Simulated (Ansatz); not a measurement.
GeTe:
```
GeTe
1.0
    2.09363     1.20876     3.69112
   -2.09363     1.20876     3.69112
    0.00000    -2.41752     3.69112
Ge Te
1 1
Cartesian
  0.00000   0.00000   2.56488
  0.00000   0.00000   8.50849
```

Plane-wave PAW r²SCAN (Ansatz code) gives a gap of 0.59 eV without spin–orbit coupling, maximum off the standard path, at k = (0.216, 0.216, 0.375), minimum at L.

### Question
What happens when spin–orbit coupling is switched on?

### Answer
The gap falls by 0.12 eV, to 0.47 eV; maximum off the standard path, at k = (0.223, 0.242, 0.379), minimum off the standard path, at k = (0.005, 0.016, 0.479).

### Question
Give the Z2 indices of the occupied bands with spin–orbit coupling.

### Answer
0;(000).

Space group R3m. The cell was relaxed with r²SCAN under the symmetry of its start; of distortions, only those at the zone centre were tested.

Potentials: the later of the program's two PAW sets.
